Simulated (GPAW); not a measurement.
# Mg (P6_3/mmc) in GPAW: notebook

The runs below take Mg through single point, with PBE.

Program: GPAW 26.7.0. These are calculated values, not measurements. Logs are shortened: lines on timing, memory, paths and dates and some standing lists are left out, and cuts for length are marked. The log counts tension as positive stress, the text compression.

**1. The structure**

The structure is hexagonal, space group P6_3/mmc (No. 194). The conventional cell has a = 3.209 Å, b = 3.209 Å, c = 5.210 Å, α = 90.00°, β = 90.00°, γ = 120.00°. Mg (site symmetry -6m2) has 12 Mg at 3.20 to 3.21 Å as nearest neighbours.

**2. Single point, PBE**

Input file run.py:

```python
from ase.dft.bandgap import bandgap
from ase.io import read, write
from ase.units import Bohr, GPa
from gpaw import GPAW, PW
from gpaw.elf import elf_from_dft_calculation

atoms = read('Mg.xyz')

calc = GPAW(mode=PW(800),
            xc='PBE',
            kpts={'size': (10, 10, 5), 'gamma': True},
            occupations={'name': 'methfessel-paxton', 'order': 0, 'width': 0.027000000000000003},
            nbands=19,
            convergence={'density': 1e-05, 'energy': 1e-05},
            maxiter=150,
            txt='gpaw.txt')
atoms.calc = calc
energy = atoms.get_potential_energy()
forces = atoms.get_forces()
stress = atoms.get_stress()
calc.write('gs.gpw')
write('result.traj', atoms)
print(f'Energy: {energy:.6f} eV')
print('Forces (eV/A):')
print(forces.round(4))
print('Stress (GPa):', (stress / GPa).round(3))
print('Fermi level:', round(calc.get_fermi_level(), 4), 'eV')
print(f'Gap: {bandgap(calc)[0]:.4f} eV, direct: {bandgap(calc, direct=True)[0]:.4f} eV')

# fields on the real-space grid
write('density.cube', atoms, data=calc.get_pseudo_density() * Bohr**3)
write('potential.cube', atoms, data=calc.get_electrostatic_potential())
write('elf.cube', atoms, data=elf_from_dft_calculation(calc).data)
```

Input file Mg.xyz:

```xyz
2
Lattice="3.2093000000 0.0000000000 0.0000000000 -1.6046500000 2.7793353284 0.0000000000 0.0000000000 0.0000000000 5.2103000000" Properties=species:S:1:pos:R:3 pbc="T T T"
Mg     1.6046500002      0.9264451094      3.9077250000
Mg    -0.0000000002      1.8528902190      1.3025750000
```

Potentials or basis: GPAW PAW data sets (gpaw-data 1.2.1), pw.

The run is started by

```
$ OMP_NUM_THREADS=1 python run.py
```

gpaw.txt:

```text
__  _  _
 | _ |_)|_||  |
 |__||  | ||/\| - 26.7.0

Input parameters:
  mode=PW(ecut=800.0),
  convergence={'density': 1e-05, 'energy': 1e-05},
  kpts=MonkhorstPack(size=(10, 10, 5), gamma=True),
  maxiter=150,
  nbands=19,
  occupations=Occupations(name='methfessel-paxton', order=0, width=0.027000000000000003),
  xc=XC(name='PBE')

Diagonalizing LCAO Hamiltonian
Converting LCAO to pw mode

           Mg

        Mg

Atoms  # Å, Bohr magnetons
|   | symbol |         x |        y |        z |    initial magnetic moments |
|---|--------|-----------|----------|----------|-----------------------------|
| 0 |     Mg |  1.604650 | 0.926445 | 3.907725 | ( 0.0000,  0.0000,  0.0000) |
| 1 |     Mg | -0.000000 | 1.852890 | 1.302575 | ( 0.0000,  0.0000,  0.0000) |

Unit cell  # Å
| periodic |         x |        y |        z |  lengths |     angles |
|----------|-----------|----------|----------|----------|------------|
|      yes |  3.209300 | 0.000000 | 0.000000 | 3.209300 |  90.000000 |
|      yes | -1.604650 | 2.779335 | 0.000000 | 3.209300 |  90.000000 |
|      yes |  0.000000 | 0.000000 | 5.210300 | 5.210300 | 120.000000 |

Number of symmetries: 12
Symmetry operations  # r_c * U_cc + t_c -> r_c
|    | kind |            matrix            |
|----|------|------------------------------|
|  0 |  σ   |  1, 1, 0,  0,-1, 0,  0, 0, 1 |
|  1 |  S6  |  1, 1, 0, -1, 0, 0,  0, 0,-1 |
|  2 |  E   |  1, 0, 0,  0, 1, 0,  0, 0, 1 |
|  3 |  C2  |  1, 0, 0, -1,-1, 0,  0, 0,-1 |
|  4 |  C2  |  0, 1, 0,  1, 0, 0,  0, 0,-1 |
|  5 |  C3  |  0, 1, 0, -1,-1, 0,  0, 0, 1 |
|  6 |  S6  |  0,-1, 0,  1, 1, 0,  0, 0,-1 |
|  7 |  σ   |  0,-1, 0, -1, 0, 0,  0, 0, 1 |
|  8 |  σ   | -1, 0, 0,  1, 1, 0,  0, 0, 1 |
|  9 |  i   | -1, 0, 0,  0,-1, 0,  0, 0,-1 |
| 10 |  C3  | -1,-1, 0,  1, 0, 0,  0, 0, 1 |
| 11 |  C2  | -1,-1, 0,  0, 1, 0,  0, 0,-1 |

BZ-sampling:
  Number of BZ points: 500
  Number of IBZ points: 58

  Monkhorst-Pack size: [10, 10, 5]
  Monkhorst-Pack shift: [0.05, 0.05, 0.0]

K-points  # in reciprocal-cell coordinates
|     |                                coordinates |     weight |
|-----|--------------------------------------------|------------|
|   0 | (  0.00000000,   0.00000000,   0.00000000) | 0.00200000 |
|   1 | (  0.00000000,   0.00000000,   0.20000000) | 0.00400000 |
|   2 | (  0.00000000,   0.00000000,   0.40000000) | 0.00400000 |
|   3 | (  0.10000000,   0.00000000,  -0.40000000) | 0.01200000 |
|   4 | (  0.10000000,   0.00000000,  -0.20000000) | 0.01200000 |
|   5 | (  0.10000000,   0.00000000,   0.00000000) | 0.01200000 |
|   6 | (  0.10000000,   0.00000000,   0.20000000) | 0.01200000 |
|   7 | (  0.10000000,   0.00000000,   0.40000000) | 0.01200000 |
|   8 | (  0.20000000,  -0.10000000,   0.00000000) | 0.01200000 |
|   9 | (  0.20000000,  -0.10000000,   0.20000000) | 0.02400000 |
| ... |                                            |            |
|  57 | (  0.50000000,   0.50000000,   0.40000000) | 0.01200000 |

Plane wave coefficients: 2430
Cutoff: 800.0 eV

Spin-components: 1 (collinear spins)
Bands:           19
Projectors:      10
Spin-degeneracy: 2
Datatype:        complex128

Parallelization:
  kpt:    1
  domain: 1
  band:   1

Density:
  Valence electrons: 20.0
  Components: 1
  Grid points: [21 21 35]
  Charge: 0.0  # |e|

Potential:
  Grid points: [21 21 35]

species:
  Mg:
    name:    Magnesium
    Z:       12.0
    valence: 10
    core:    2
    charge:  0.0  # [|e|]
    compensation charges:
      type: gauss
      rc: 0.33  # [Å]
      lmax: 2
    cutoffs:
      filter: 1.86  # [Å]
      core: 0.54  # [Å]
    projectors
    | kind |    occ | energy [eV] | rcut [Å] |
    |------|--------|-------------|----------|
    |   2s |  2.000 |     -79.840 |    1.090 |
    |   3s |  2.000 |      -4.705 |    1.090 |
    |   2p |  6.000 |     -46.613 |    1.085 |
    |   3p |  0.000 |      -1.330 |    1.085 |
    |    d |        |       0.000 |    1.037 |

    Using partial waves for Mg as LCAO basis

Reference energy: -10899.289777  # eV

eigensolver:
  PPCG
  Converge bands: occupied
  niter=2

density mixing:
  MSR1-Mixer
  Pratt-step length: 0.05
  Maximum mixing coefficient: 0.75
  Old densities: 10
  SVD Regularization: 0.005
  Good broyden scale: 1.0
  Trust region scale: 1.0
  Backstep threshold: 4.0
  History deletion threshold: 6.0
  Fourier metric: weight=20.0, sigma=0.015

occupation numbers:
  Methfessel-Paxton:
    width: 0.0270  # eV
    order: 0

poisson solver:
  ecut: 6400.0  # eV

xc functional:
  name: PBE with 2 nearest neighbor stencil

convergence criteria:
- Maximum integral of absolute [dens]ity change: 1e-05 electrons / valence electron
- Maximum [total energy] change in last 3 cyles: 1e-05 eV / valence electron
- Maximum integral of absolute [eigenst]ate change: 4e-08 eV^2 / valence electron
maximum number of iterations: 150

SCF iterations
|iter     | |      energy | eigst |  dens |
|---------|-|-------------|-------|-------|
|iter:   1| |   -3.226052 | +0.27 |       |
|iter:   2| |   -3.226831 | -2.15 | -1.56 |
|iter:   3| |   -3.227871 | -2.46 | -1.59 |
|iter:   4| |   -3.230491 | -3.03 | -2.07 |
|iter:   5| |   -3.230549 | -4.73 | -3.04 |
|iter:   6| |   -3.230555c| -5.69 | -3.78 |
|iter:   7| |   -3.230556c| -6.47 | -4.24 |
|iter:   8| |   -3.230556c| -8.25c| -5.56c|

Converged in 8 steps
Energy contributions relative to reference atoms: (reference = -10899.289777)

Energy contributions:
  Kinetic:          -3.808404
  Coulomb:           6.022630
  Zero:             -0.046281
  External:          0.000000
  Xc:               -5.398063
  Entropy:          -0.000877
  Spinorbit:         0.000000
  ----------------------------
  Free energy:      -3.230994
  Extrapolated:     -3.230556

dipole moment: (0.000000, 0.000000, 0.000000)  # |e|*Ang

Fermi level: 3.483
Eigenvalues  # (at kpt = [0.000, 0.000, 0.000])
| band index |      eig [eV] | occ [0-2] |
|------------|---------------|-----------|
|          0 |       -72.657 |     2.000 |
|        ... |               |           |
|          3 |       -39.426 |     2.000 |
|          4 |       -39.426 |     2.000 |
|          5 |       -39.421 |     2.000 |
|          6 |       -39.421 |     2.000 |
|          7 |       -39.418 |     2.000 |
|          8 |        -3.391 |     2.000 |
[... 8 lines left out ...]
|         17 |        17.885 |     0.000 |
|         18 |        17.950 |     0.000 |

No gap
No difference between direct/indirect transitions

Forces  # eV/Ang
|        x |       y |        z |
|----------|---------|----------|
|  0.00000 | 0.00000 |  0.00003 |  # Mg   0
| -0.00000 | 0.00000 | -0.00003 |  # Mg   1

Stress tensor  # eV/Ang^3
|         x |         y |         z |
|-----------|-----------|-----------|
|  0.004767 | -0.000000 |  0.000000 |
| -0.000000 |  0.004767 | -0.000000 |
|  0.000000 |  0.000000 |  0.000210 |

# Writing to gs.gpw (mode='')
```

stdout:

```text
Energy: -3.230556 eV
Forces (eV/A):
[[ 0.  0.  0.]
 [-0.  0. -0.]]
Stress (GPa): [ 0.764  0.764  0.034 -0.     0.    -0.   ]
Fermi level: 3.4832 eV
Gap: 0.0000 eV, direct: 0.0000 eV
```

Wall time 31 s (1 thread of Arm Neoverse V2, shared host); peak memory 0.2 GiB.

Results:

```yaml
Free_energy: -3.2310 eV
Pressure: -0.5 GPa
Band_gap_on_the_k_mesh: none (metal or under the smearing width)
```

Stress tensor (GPa, compression positive):
```
-0.76  0.00  0.00
 0.00 -0.76  0.00
 0.00  0.00 -0.03
```

Levels at points of the mesh, in eV from the Fermi level:
| k point | band 7 | band 8 | band 9 | band 10 | band 11 | band 12 | band 13 | band 14 |
| --- | --- | --- | --- | --- | --- | --- | --- | --- |
| (0.00, 0.00, 0.00) | -42.90 | -42.90 | -6.87 | -1.66 | -1.24 | 10.87 | 10.87 | 10.97 |
| (0.50, 0.50, 0.00) | -42.91 | -42.91 | -2.12 | -2.12 | 2.65 | 3.02 | 3.25 | 3.66 |

**3. Single point, PBE**

Input file run.py:

```python
from ase.dft.bandgap import bandgap
from ase.io import read, write
from ase.units import GPa
from gpaw import GPAW, PW

atoms = read('Mg.xyz')

calc = GPAW(mode=PW(800),
            xc='PBE',
            kpts={'size': (10, 10, 5), 'gamma': True},
            occupations={'name': 'methfessel-paxton', 'order': 0, 'width': 0.028000000000000004},
            nbands=19,
            convergence={'density': 1e-05, 'energy': 1e-05},
            maxiter=150,
            txt='gpaw.txt')
atoms.calc = calc
energy = atoms.get_potential_energy()
forces = atoms.get_forces()
stress = atoms.get_stress()
calc.write('gs.gpw')
write('result.traj', atoms)
print(f'Energy: {energy:.6f} eV')
print('Forces (eV/A):')
print(forces.round(4))
print('Stress (GPa):', (stress / GPa).round(3))
print('Fermi level:', round(calc.get_fermi_level(), 4), 'eV')
print(f'Gap: {bandgap(calc)[0]:.4f} eV, direct: {bandgap(calc, direct=True)[0]:.4f} eV')
```

Mg.xyz is that of step 2.

Potentials or basis: GPAW PAW data sets (gpaw-data 1.2.1), pw.

The run is started by

```
$ OMP_NUM_THREADS=1 python run.py
```

Wall time 31 s (1 thread of Arm Neoverse V2, shared host); peak memory 0.2 GiB.

Results (log left out):

```
Free energy            : -3.2310 eV
Pressure               : -0.5 GPa
Band gap on the k mesh : none (metal or under the smearing width)
```

Stress tensor (GPa, compression positive):
```
-0.76  0.00  0.00
 0.00 -0.76  0.00
 0.00  0.00 -0.03
```

Levels at points of the mesh, in eV from the Fermi level:
```csv
k point,band 7,band 8,band 9,band 10,band 11,band 12,band 13,band 14
"(0.00, 0.00, 0.00)",-42.90,-42.90,-6.88,-1.66,-1.24,10.87,10.87,10.97
"(0.50, 0.50, 0.00)",-42.91,-42.91,-2.12,-2.12,2.65,3.02,3.25,3.66
```
